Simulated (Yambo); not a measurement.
# PbS (Galena) (Fm-3m) in Yambo: a series of runs, part 2 of 2

Yambo 5.3.0.

### 5 Optical spectrum, PBEsol

File optics0.in:

```
optics
chi
Chimod= "IP"
% BndsRnXd
 1 | 35 |
%
% LongDrXd
 0 | 1 | 0 |
%
% QpntsRXd
 1 | 1 |
%
% EnRngeXd
 0 | 30 | eV
%
% DmRngeXd
 0.3 | 0.3 | eV
%
ETStpsXd= 200
```

File scf.in:

```
&CONTROL
  calculation = 'scf'
  prefix = 'pwscf'
  outdir = './tmp'
  pseudo_dir = './pseudo'
/
&SYSTEM
  ibrav = 0
  nat = 2
  ntyp = 2
  ecutwfc = 56
  nbnd = 16
  occupations = 'smearing'
  smearing = 'fd'
  degauss = 0.00367493
  force_symmorphic = .true.
/
&ELECTRONS
  conv_thr = 4d-10
  electron_maxstep = 120
  mixing_beta = 0.5
/
ATOMIC_SPECIES
Pb   207.2000 Pb.upf
S     32.0600 S.upf
CELL_PARAMETERS angstrom
   0.0000000000    2.9657500000    2.9657500000
   2.9657500000    0.0000000000    2.9657500000
   2.9657500000    2.9657500000    0.0000000000
ATOMIC_POSITIONS crystal
Pb     0.0000000000    0.0000000000    0.0000000000
S      0.5000000000    0.5000000000    0.5000000000
K_POINTS automatic
18 18 18 0 0 0
```

File nscf.in:

```
&CONTROL
  calculation = 'nscf'
  prefix = 'pwscf'
  outdir = './tmp'
  pseudo_dir = './pseudo'
/
&SYSTEM
  ibrav = 0
  nat = 2
  ntyp = 2
  ecutwfc = 56
  nbnd = 35
  occupations = 'fixed'
  force_symmorphic = .true.
/
&ELECTRONS
  conv_thr = 1d-08
  diago_full_acc = .true.
  diago_thr_init = 1d-06
/
ATOMIC_SPECIES
Pb   207.2000 Pb.upf
S     32.0600 S.upf
CELL_PARAMETERS angstrom
   0.0000000000    2.9657500000    2.9657500000
   2.9657500000    0.0000000000    2.9657500000
   2.9657500000    2.9657500000    0.0000000000
ATOMIC_POSITIONS crystal
Pb     0.0000000000    0.0000000000    0.0000000000
S      0.5000000000    0.5000000000    0.5000000000
K_POINTS automatic
18 18 18 0 0 0
```

Potentials or basis: PseudoDojo 0.4.1 SR PBEsol standard.

The run is started by

```console
$ OMP_NUM_THREADS=1 pw.x -in scf.in > scf.out
$ OMP_NUM_THREADS=1 pw.x -in nscf.in > nscf.out
$ cd tmp/pwscf.save; p2y; mv SAVE ../..; cd ../..
$ OMP_NUM_THREADS=1 yambo
$ OMP_NUM_THREADS=1 yambo -F optics0.in -J optics0 -C optics0_out
```

Yambo's report:

```text
[... sections 02.01 to 02.04 as in the set-up run ...]

  [02.05] Energies & Occupations
  ==============================

  [X] === General ===
  [X] Electronic Temperature                        :  0.000000  0.000000 [eV K]
  [X] Bosonic    Temperature                        :  0.000000  0.000000 [eV K]
  [X] Finite Temperature mode                       : no
  [X] El. density                                   :  0.38335E+24 [cm-3]
  [X] Fermi Level                                   :  8.570495 [eV]

  [X] === Gaps and Widths ===
  [X] Conduction Band Min                           :  0.260090 [eV]
  [X] Valence Band Max                              :  0.000000 [eV]
  [X] Filled Bands                                  :  10
  [X] Empty Bands                                   :   11   35
  [X] Direct Gap                                    :  0.260090 [eV]
  [X] Direct Gap localized at k                     :  10
  [X] Indirect Gap                                  :  0.260090 [eV]
  [X] Indirect Gap between kpts                     :  10  10
  [X] Last valence band width                       :  3.455188 [eV]
  [X] 1st conduction band width                     :  4.901230 [eV]

 [03] Transferred momenta grid and indexing
 ==========================================

 IBZ Q-points                                      :  195
 BZ  Q-points                                      :   5832

 K/Q-points units:
 rlu = crystal or reduced units; cc = cartesian coordinates; iku = interal k-units

 Q [  1]        [rlu]:  0.000000  0.000000  0.000000
 Q [  2]        [rlu]:  0.43791E-18  0.43791E-18  0.55556E-01
 Q [  3]        [rlu]:  0.16254E-17  0.16254E-17  0.11111
 Q [  4]        [rlu]: -0.37512E-17 -0.37512E-17  0.16667
 Q [  5]        [rlu]:  0.17517E-17  0.17517E-17  0.22222
 Q [  6]        [rlu]:  0.53698E-17  0.53698E-17  0.27778
[... 42 lines left out ...]
 Q [ 49]        [rlu]: -0.75025E-17  0.16667      0.50000
 Q [ 50]        [rlu]:  0.11127E-16  0.16667     -0.44444

 Remaining 145 points informations can be written running with -fatlog

 [04] Dipoles
 ============

  [04.01] Setup: observables and procedures
  =========================================

  [WF-Oscillators/G space/Transverse up loader] Normalization (few states)  min/max  :  0.29505E-17   1.0000

  [WR./optics0//ndb.dipoles]------------------------------------------------------
   Brillouin Zone Q/K grids (IBZ/BZ)                :    195   5832    195   5832
   RL vectors                                       :   3287 [WF]
   Fragmentation                                    : yes
   Electronic Temperature                           :  0.000000 [K]
   Bosonic    Temperature                           :  0.000000 [K]
   DIP band range                                   :    1   35
   DIP band range limits                            :  10  11
   DIP e/h energy range                             : -1.000000 -1.000000 [eV]
   RL vectors in the sum                            :   3287
   [r,Vnl] included                                 : yes
   Bands ordered                                    : yes
   Direct v evaluation                              : no
   Approach used                                    : G-space v
   Dipoles computed                                 : R V P [G-space]
   Wavefunctions                                    : Perdew, Burke & Ernzerhof SOL(X)+Perdew, Burke & Ernzerhof SOL(C)

  [WARNING] [r,Vnl^pseudo] included in position and velocity dipoles.

  [WARNING] In case H contains other non local terms, these are neglected

 [05] Optics
 ===========

 [X-CG] R(p) Tot o/o(of R):    34799  1458000      100
```

o-optics0.eel_q1_ip:

```text
# Electron Energy Loss @ Q(1):   0.00000000      1.00000000      0.00000000    [q->0 direction]
#
# [ X ] Hartree size                              :  1
# [GEN] GF Energies                               : Perdew, Burke & Ernzerhof SOL(X)+Perdew, Burke & Ernzerhof SOL(C)
# [GEN] Green`s Function                          : T-ordered
#
# [GEN] Gauge                                     : Length
# [GEN] [r,Vnl] included                          : yes
#
#    E[1] [eV]          Im(eel)            Re(eel)
#
        0.000000           0.008052          -0.050283
        0.150754           0.008427          -0.050358
        0.301508           0.009038          -0.050645
        0.452261           0.009377          -0.050446
        0.603015           0.010198          -0.049561
        0.753769           0.011439          -0.048872
[... 192 lines left out ...]
        29.84925           0.339191          -1.298714
        30.00000           0.315593          -1.271343
#
```

Run time: 3.3 min. Hardware: 1 thread of Intel Xeon Platinum 8488C (Sapphire Rapids), shared host; peak memory 0.42 GiB.

What came out:

* Band gap on the k mesh, mean-field level: 0.26 eV, direct
* Absorption peak: 2.86 eV
* Electronic dielectric constant along the field: 19.39

Dielectric function (along the field direction of the input):
```
energy (eV)  real part  imaginary part
       0.30      19.14            3.41
       1.21      20.23            6.58
       2.26      19.39           17.92
       3.32      -2.94           21.59
       4.37      -5.18            9.50
       5.43      -3.04            5.01
       6.48      -1.19            3.52
       7.39      -0.99            3.30
       8.44      -0.51            3.41
       9.50      -0.90            2.66
      10.55      -0.82            2.09
      11.61      -0.78            1.68
      12.66      -0.73            1.25
      13.57      -0.47            0.77
      14.62      -0.12            0.57
      15.68       0.15            0.46
      16.73       0.42            0.39
      17.79       0.74            0.56
      18.84       0.65            0.87
      19.90       0.46            0.80
```

Energy-loss function:
| energy (eV) | loss |
| --- | --- |
| 0.0 | 0.008 |
| 1.4 | 0.016 |
| 2.6 | 0.029 |
| 3.9 | 0.067 |
| 5.3 | 0.135 |
| 6.5 | 0.255 |
| 7.8 | 0.327 |
| 9.2 | 0.323 |
| 10.4 | 0.401 |
| 11.8 | 0.509 |
| 13.1 | 0.711 |
| 14.3 | 1.450 |
| 15.7 | 1.948 |
| 16.9 | 1.044 |
| 18.2 | 0.668 |
| 19.6 | 0.902 |
| 20.8 | 0.993 |
| 22.2 | 1.661 |
| 23.5 | 0.990 |
| 24.7 | 0.719 |
| 26.1 | 0.522 |
| 27.4 | 0.555 |
| 28.6 | 0.615 |
| 30.0 | 0.316 |

Caveat: independent-particle spectra lack excitons; spin-orbit coupling is left out, which as a rule narrows the gap of such compounds by several tenths of an eV.
